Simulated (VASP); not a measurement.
Crystal: Ca.

```xyz
2
Lattice="0.0000 3.8909 3.8909 3.8909 0.0000 3.8909 3.8909 3.8909 0.0000" Properties=species:S:1:pos:R:3 pbc="T T T"
Ca    0.9727    0.9727    0.9727
Ca    6.8090    6.8090    6.8090
```

The cell was built by a generator and needn't be a form met in nature.

```yaml
Program: VASP 6.6.1
Task: relaxation of cell and atoms
Functional: RPBE
Potentials_or_basis: VASP PAW PBE potentials, release 64 (Ca_sv)
Cutoff: 600 eV
k_mesh: 7 × 7 × 7
Occupations: fermi-dirac, width 0.1 eV
Spin: no spin polarisation
```

At the start: pressure 2.1 GPa; volume 58.90 Å³/atom.

How do energy, volume and symmetry change on relaxing?

Over 4 steps the energy falls by 145.8 meV/atom and the volume is 85.28 Å³/atom (+44.8 %); space group Fd-3m (No. 227, to 0.05 Å).

The path:
```
step  energy change (eV)  largest force (eV/Å)  pressure (GPa)  volume (Å³)
   1              0.0000                0.0000            2.13       117.81
   2             -0.1493                0.0000            1.34       131.69
   3             -0.2913                0.0000            0.04       168.86
   4             -0.2915                0.0000            0.01       170.57
```

Final structure:
```
Ca
1.0
     0.00000    4.40174    4.40174
     4.40174    0.00000    4.40174
     4.40174    4.40174    0.00000
Ca
2
Direct
  0.12500 0.12500 0.12500
  0.87500 0.87500 0.87500
```

Caveat: the volume moved by over 15 % at a fixed basis, so the end points are rough; the PAW data sets were made with another functional, which shifts forces and pressure a little.
